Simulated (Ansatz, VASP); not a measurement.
## Two plane-wave programs on Ba

```
Ba
1.0
     4.22230    0.00000    0.00000
     0.00000    4.22230    0.00000
     0.00000    0.00000    3.23531
Ba
1
Direct
  0.50000 0.50000 0.50000
```

Alike in both runs: task single point; functional r2SCAN; k mesh 14 × 14 × 14; occupations gaussian, width 0.15 eV; no spin polarisation.

|  | VASP | Ansatz |
| --- | --- | --- |
| version | VASP 6.6.1 | Ansatz 0.2.0 |
| potentials or method | VASP PAW PBE potentials, release 64 (Ba_sv) | scalar-relativistic, plane waves, PAW |
| plane-wave cutoff (eV) | 520 | 500 |
| valence electrons in the cell | 10 | 10 |

Ansatz gave:

* gap on the k mesh at the Fermi level (eV): none
* pressure (GPa): 0.8
* largest component of the traceless stress (GPa): 7.46

Task: What did VASP give for the same quantities?

Result: gap on the k mesh at the Fermi level (eV): none; pressure (GPa): 1.2; largest component of the traceless stress (GPa): 7.99.

A gap of «none» marks a metal or a gap that the smearing closes.

Caveats: the PAW data sets were made with another functional, which shifts forces and pressure a little (VASP). The runs have no spin-orbit coupling, so splittings on Ba are missing.
